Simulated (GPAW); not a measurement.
# HfN (P6_3/mmc) in GPAW: further runs

Runs on HfN. Level: PBEsol. Tasks: band structure.

Everything below comes from runs of GPAW 26.7.0. Logs are shortened: lines on timing, memory, paths and dates and some standing lists are left out, and cuts for length are marked. The log counts tension as positive stress, the text compression.

### Step 1. The structure

Symmetry: P6_3/mmc, No. 194, hexagonal system. The conventional cell has a = 3.134 Å, b = 3.134 Å, c = 5.417 Å, α = 90.00°, β = 90.00°, γ = 120.00°. Hf (site symmetry -6m2) has 6 N at 2.26 Å as nearest neighbours. N (site symmetry -3m) is surrounded by 6 Hf at 2.26 Å.

The cell comes from a database or a generator and needn't be the stable form of this composition.

### Step 2. Band structure, PBEsol

Contents of run.py:

```python
from ase import Atoms
from ase.dft.bandgap import bandgap
from ase.io import write
from ase.units import GPa
from gpaw import GPAW, PW, setup_paths

setup_paths.insert(0, '.')

atoms = Atoms(['Hf', 'Hf', 'N', 'N'],
              cell=[[3.1339080219, 0.0, 0.0],
                    [-1.566954011, 2.7140439601, 0.0],
                    [0.0, 0.0, 5.41676772]],
              scaled_positions=[[0.3333333333, 0.6666666667, 0.25],
                                [0.6666666667, 0.3333333333, 0.75],
                                [0.0, 0.0, 0.5],
                                [0.0, 0.0, 0.0]],
              pbc=True)

calc = GPAW(mode=PW(800),
            xc='PBEsol',
            kpts={'size': (10, 10, 5), 'gamma': True},
            occupations={'name': 'fermi-dirac', 'width': 0.05},
            nbands=33,
            convergence={'density': 1e-05, 'energy': 1e-05},
            maxiter=150,
            txt='gpaw.txt')
atoms.calc = calc
energy = atoms.get_potential_energy()
forces = atoms.get_forces()
stress = atoms.get_stress()
calc.write('gs.gpw')
write('result.traj', atoms)
print(f'Energy: {energy:.6f} eV')
print('Forces (eV/A):')
print(forces.round(4))
print('Stress (GPa):', (stress / GPa).round(3))
print('Fermi level:', round(calc.get_fermi_level(), 4), 'eV')
print(f'Gap: {bandgap(calc)[0]:.4f} eV, direct: {bandgap(calc, direct=True)[0]:.4f} eV')

path = atoms.cell.bandpath('GMKGALHA,LM,KH', npoints=80, eps=1e-4)
bs_calc = calc.fixed_density(kpts=path, symmetry='off', nbands=47,
                             convergence={'bands': 'CBM+6.0', 'eigenstates': 1e-6}, txt='bands.txt')
bs = bs_calc.band_structure()
bs.write('bs.json')
print(f'Gap on the path: {bandgap(bs_calc)[0]:.4f} eV')
```

Potentials or basis: PAW data sets generated in the run's folder for this functional, pw.

Started as:

```
$ gpaw-setup -f PBEsol Hf N
$ OMP_NUM_THREADS=1 python run.py
```

gpaw.txt:

```text
__  _  _
 | _ |_)|_||  |
 |__||  | ||/\| - 26.7.0

Input parameters:
  mode=PW(ecut=800.0),
  convergence={'density': 1e-05, 'energy': 1e-05},
  kpts=MonkhorstPack(size=(10, 10, 5), gamma=True),
  maxiter=150,
  nbands=33,
  occupations=Occupations(name='fermi-dirac', width=0.05),
  xc=XC(name='PBEsol')

Diagonalizing LCAO Hamiltonian
Converting LCAO to pw mode

            Hf

       N Hf

       N

Atoms  # Å, Bohr magnetons
|   | symbol |         x |        y |        z |    initial magnetic moments |
|---|--------|-----------|----------|----------|-----------------------------|
| 0 |     Hf | -0.000000 | 1.809363 | 1.354192 | ( 0.0000,  0.0000,  0.0000) |
| 1 |     Hf |  1.566954 | 0.904681 | 4.062576 | ( 0.0000,  0.0000,  0.0000) |
| 2 |      N |  0.000000 | 0.000000 | 2.708384 | ( 0.0000,  0.0000,  0.0000) |
| 3 |      N |  0.000000 | 0.000000 | 0.000000 | ( 0.0000,  0.0000,  0.0000) |

Unit cell  # Å
| periodic |         x |        y |        z |  lengths |     angles |
|----------|-----------|----------|----------|----------|------------|
|      yes |  3.133908 | 0.000000 | 0.000000 | 3.133908 |  90.000000 |
|      yes | -1.566954 | 2.714044 | 0.000000 | 3.133908 |  90.000000 |
|      yes |  0.000000 | 0.000000 | 5.416768 | 5.416768 | 120.000000 |

Number of symmetries: 12
Symmetry operations  # r_c * U_cc + t_c -> r_c
|    | kind |            matrix            |
|----|------|------------------------------|
|  0 |  σ   |  1, 1, 0,  0,-1, 0,  0, 0, 1 |
|  1 |  S6  |  1, 1, 0, -1, 0, 0,  0, 0,-1 |
|  2 |  E   |  1, 0, 0,  0, 1, 0,  0, 0, 1 |
|  3 |  C2  |  1, 0, 0, -1,-1, 0,  0, 0,-1 |
|  4 |  C2  |  0, 1, 0,  1, 0, 0,  0, 0,-1 |
|  5 |  C3  |  0, 1, 0, -1,-1, 0,  0, 0, 1 |
|  6 |  S6  |  0,-1, 0,  1, 1, 0,  0, 0,-1 |
|  7 |  σ   |  0,-1, 0, -1, 0, 0,  0, 0, 1 |
|  8 |  σ   | -1, 0, 0,  1, 1, 0,  0, 0, 1 |
|  9 |  i   | -1, 0, 0,  0,-1, 0,  0, 0,-1 |
| 10 |  C3  | -1,-1, 0,  1, 0, 0,  0, 0, 1 |
| 11 |  C2  | -1,-1, 0,  0, 1, 0,  0, 0,-1 |

BZ-sampling:
  Number of BZ points: 500
  Number of IBZ points: 58

  Monkhorst-Pack size: [10, 10, 5]
  Monkhorst-Pack shift: [0.05, 0.05, 0.0]

K-points  # in reciprocal-cell coordinates
|     |                                coordinates |     weight |
|-----|--------------------------------------------|------------|
|   0 | (  0.00000000,   0.00000000,   0.00000000) | 0.00200000 |
|   1 | (  0.00000000,   0.00000000,   0.20000000) | 0.00400000 |
|   2 | (  0.00000000,   0.00000000,   0.40000000) | 0.00400000 |
|   3 | (  0.10000000,   0.00000000,  -0.40000000) | 0.01200000 |
|   4 | (  0.10000000,   0.00000000,  -0.20000000) | 0.01200000 |
|   5 | (  0.10000000,   0.00000000,   0.00000000) | 0.01200000 |
|   6 | (  0.10000000,   0.00000000,   0.20000000) | 0.01200000 |
|   7 | (  0.10000000,   0.00000000,   0.40000000) | 0.01200000 |
|   8 | (  0.20000000,  -0.10000000,   0.00000000) | 0.01200000 |
|   9 | (  0.20000000,  -0.10000000,   0.20000000) | 0.02400000 |
| ... |                                            |            |
|  57 | (  0.50000000,   0.50000000,   0.40000000) | 0.01200000 |

Plane wave coefficients: 2383
Cutoff: 800.0 eV

Spin-components: 1 (collinear spins)
Bands:           33
Projectors:      22
Spin-degeneracy: 2
Datatype:        complex128

Parallelization:
  kpt:    1
  domain: 1
  band:   1

Density:
  Valence electrons: 34.0
  Components: 1
  Grid points: [21 21 36]
  Charge: 0.0  # |e|

Potential:
  Grid points: [21 21 36]

species:
  Hf:
    name:    Hafnium
    Z:       72.0
    valence: 12
    core:    60
    charge:  0.0  # [|e|]
    compensation charges:
      type: gauss
      rc: 0.41  # [Å]
      lmax: 2
    cutoffs:
      filter: 2.36  # [Å]
      core: 4.02  # [Å]
    projectors
    | kind |    occ | energy [eV] | rcut [Å] |
    |------|--------|-------------|----------|
    |   5s |  2.000 |     -66.855 |    1.397 |
    |   6s |  2.000 |      -5.120 |    1.397 |
    |   5p |  6.000 |     -35.615 |    1.307 |
    |   6p |  0.000 |      -1.375 |    1.307 |
    |   5d |  2.000 |      -2.724 |    1.334 |
    |    d |        |      24.487 |    1.334 |

    Using partial waves for Hf as LCAO basis

  N:
    name:    Nitrogen
    Z:       7.0
    valence: 5
    core:    2
    charge:  0.0  # [|e|]
    compensation charges:
      type: gauss
      rc: 0.18  # [Å]
      lmax: 2
    cutoffs:
      filter: 1.11  # [Å]
      core: 0.96  # [Å]
    projectors
    | kind |    occ | energy [eV] | rcut [Å] |
    |------|--------|-------------|----------|
    |   2s |  2.000 |     -18.455 |    0.603 |
    |   2p |  3.000 |      -7.035 |    0.529 |
    |    s |        |       8.756 |    0.603 |
    |    p |        |      20.177 |    0.529 |
    |    d |        |       0.000 |    0.577 |

    Using partial waves for N as LCAO basis

Reference energy: -822476.690814  # eV

eigensolver:
  PPCG
  Converge bands: occupied
  niter=2

density mixing:
  MSR1-Mixer
  Pratt-step length: 0.05
  Maximum mixing coefficient: 0.75
  Old densities: 10
  SVD Regularization: 0.005
  Good broyden scale: 1.0
  Trust region scale: 1.0
  Backstep threshold: 4.0
  History deletion threshold: 6.0
  Fourier metric: weight=20.0, sigma=0.015

occupation numbers:
  Fermi-Dirac:
    width: 0.0500  # eV

poisson solver:
  ecut: 6400.0  # eV

xc functional:
  name: PBEsol with 2 nearest neighbor stencil

convergence criteria:
- Maximum integral of absolute [dens]ity change: 1e-05 electrons / valence electron
- Maximum [total energy] change in last 3 cyles: 1e-05 eV / valence electron
- Maximum integral of absolute [eigenst]ate change: 4e-08 eV^2 / valence electron
maximum number of iterations: 150

SCF iterations
|iter     | |      energy | eigst |  dens |
|---------|-|-------------|-------|-------|
|iter:   1| |  -44.374726 | -0.04 |       |
|iter:   2| |  -43.330247 | -2.10 | -0.92 |
|iter:   3| |  -40.890170 | -1.25 | -0.98 |
|iter:   4| |  -40.900391 | -2.87 | -1.64 |
|iter:   5| |  -40.914549 | -3.11 | -1.86 |
|iter:   6| |  -40.914407 | -4.82 | -2.91 |
|iter:   7| |  -40.914428c| -6.31 | -3.48 |
|iter:   8| |  -40.914429c| -7.57c| -4.12 |
|iter:   9| |  -40.914429c| -8.53c| -5.12c|

Converged in 9 steps
Energy contributions relative to reference atoms: (reference = -822476.690814)

Energy contributions:
  Kinetic:          39.205155
  Coulomb:         -39.845088
  Zero:             -0.542144
  External:          0.000000
  Xc:              -39.726046
  Entropy:          -0.012610
  Spinorbit:         0.000000
  ----------------------------
  Free energy:     -40.920734
  Extrapolated:    -40.914429

dipole moment: (-7.776973, -13.470113, -13.442043)  # |e|*Ang

Fermi level: 13.346
Eigenvalues  # (at kpt = [0.000, 0.000, 0.000])
| band index |      eig [eV] | occ [0-2] |
|------------|---------------|-----------|
|          0 |       -48.836 |     2.000 |
|        ... |               |           |
|          9 |        -0.804 |     2.000 |
|         10 |         4.673 |     2.000 |
|         11 |         8.567 |     2.000 |
|         12 |         8.567 |     2.000 |
|         13 |         9.733 |     2.000 |
|         14 |         9.733 |     2.000 |
[... 8 lines left out ...]
|         23 |        18.911 |     0.000 |
|         24 |        18.911 |     0.000 |
|        ... |               |           |
|         32 |        41.352 |     0.000 |

No gap
No difference between direct/indirect transitions

Forces  # eV/Ang
|        x |        y |        z |
|----------|----------|----------|
|  0.00000 |  0.00000 |  0.00004 |  # Hf   0
| -0.00000 | -0.00000 | -0.00004 |  # Hf   1
| -0.00000 |  0.00000 |  0.00000 |  # N    2
| -0.00000 |  0.00000 |  0.00000 |  # N    3

Stress tensor  # eV/Ang^3
|        x |        y |        z |
|----------|----------|----------|
| 0.011915 | 0.000000 | 0.000000 |
| 0.000000 | 0.011915 | 0.000000 |
| 0.000000 | 0.000000 | 0.015940 |

# Writing to gs.gpw (mode='')
```

Wall time 2.5 min (1 thread of Arm Neoverse V2, shared host); peak memory 0.49 GiB.

Results:

```
Free energy             : -40.9207 eV
Pressure                : -2.1 GPa
Band gap along the path : none (metal or under the smearing width)
```

Levels at the corners of the path, in eV from the Fermi level:
```csv
point,band 14,band 15,band 16,band 17,band 18,band 19,band 20,band 21
Γ,-3.61,-3.61,-1.75,-0.69,0.65,0.65,1.04,1.76
M,-5.53,-3.30,-2.88,-2.46,2.38,2.69,4.38,4.57
K,-5.92,-5.92,-3.31,0.06,0.06,4.22,4.22,4.26
Γ,-3.61,-3.61,-1.75,-0.69,0.65,0.65,1.04,1.76
A,-4.42,-4.42,-4.42,1.80,1.80,2.84,2.84,2.84
L,-5.52,-4.52,-4.52,-0.34,-0.34,4.67,4.67,4.73
H,-5.03,-4.44,-4.44,0.47,0.47,2.96,2.96,5.80
A,-4.42,-4.42,-4.42,1.80,1.80,2.84,2.84,2.84
L,-5.52,-4.52,-4.52,-0.34,-0.34,4.67,4.67,4.73
M,-5.53,-3.30,-2.88,-2.46,2.38,2.69,4.38,4.57
K,-5.92,-5.92,-3.31,0.06,0.06,4.22,4.22,4.26
H,-5.03,-4.44,-4.44,0.47,0.47,2.96,2.96,5.80
```

Caveat: spin-orbit coupling is left out, which moves the levels of the heavy elements.

### Step 3. Band structure, PBEsol, spin-orbit coupling, no magnetisation

Changes to run.py since step 2:

```diff
@@ -1 +1,2 @@
+import numpy as np
 from ase import Atoms
@@ -5,2 +6,3 @@
 from gpaw import GPAW, PW, setup_paths
+from gpaw.spinorbit import soc_eigenstates
 
@@ -45 +47,7 @@
 print(f'Gap on the path: {bandgap(bs_calc)[0]:.4f} eV')
+
+soc = soc_eigenstates(bs_calc, theta=0, phi=0)
+np.savetxt('soc_bands.dat', soc.eigenvalues(), fmt='%.4f')
+mesh = soc_eigenstates('gs.gpw', theta=0, phi=0)
+np.savetxt('soc_mesh.dat', mesh.eigenvalues(), fmt='%.4f')
+print('Fermi level with spin-orbit coupling:', round(mesh.fermi_level, 4), 'eV')
```

Potentials or basis: PAW data sets generated in the run's folder for this functional, pw.

Started as:

```
$ gpaw-setup -f PBEsol Hf N
$ OMP_NUM_THREADS=1 python run.py
```

It took 2.5 min on 1 thread of Arm Neoverse V2, shared host; peak memory 0.6 GiB.

It converged, with:

* Free energy: -40.9207 eV
* Pressure: -2.1 GPa
* Band gap along the path: none (metal or under the smearing width)

Stress tensor (GPa, compression positive):
```
-1.91  0.00  0.00
 0.00 -1.91  0.00
 0.00  0.00 -2.55
```

Levels at the corners of the path, in eV from the Fermi level:
| point | band 31 | band 32 | band 33 | band 34 | band 35 | band 36 | band 37 | band 38 |
| --- | --- | --- | --- | --- | --- | --- | --- | --- |
| Γ | -1.73 | -1.73 | -0.72 | -0.72 | 0.41 | 0.41 | 0.84 | 0.84 |
| M | -2.87 | -2.87 | -2.40 | -2.40 | 2.41 | 2.41 | 2.65 | 2.65 |
| K | -3.32 | -3.32 | 0.02 | 0.02 | 0.11 | 0.11 | 4.05 | 4.05 |
| Γ | -1.73 | -1.73 | -0.72 | -0.72 | 0.41 | 0.41 | 0.84 | 0.84 |
| A | -4.42 | -4.42 | 1.76 | 1.76 | 1.76 | 1.76 | 2.67 | 2.67 |
| L | -4.50 | -4.50 | -0.31 | -0.31 | -0.31 | -0.31 | 4.52 | 4.52 |
| H | -4.06 | -4.06 | 0.39 | 0.39 | 0.55 | 0.55 | 2.93 | 2.93 |
| A | -4.42 | -4.42 | 1.76 | 1.76 | 1.76 | 1.76 | 2.67 | 2.67 |
| L | -4.50 | -4.50 | -0.31 | -0.31 | -0.31 | -0.31 | 4.52 | 4.52 |
| M | -2.87 | -2.87 | -2.40 | -2.40 | 2.41 | 2.41 | 2.65 | 2.65 |
| K | -3.32 | -3.32 | 0.02 | 0.02 | 0.11 | 0.11 | 4.05 | 4.05 |
| H | -4.06 | -4.06 | 0.39 | 0.39 | 0.55 | 0.55 | 2.93 | 2.93 |

Caveat: spin-orbit coupling was added after a scalar SCF, so levels and gaps hold it while energy, forces, pressure and moments don't; this program's spin-orbit splittings come out too wide for heavy elements.
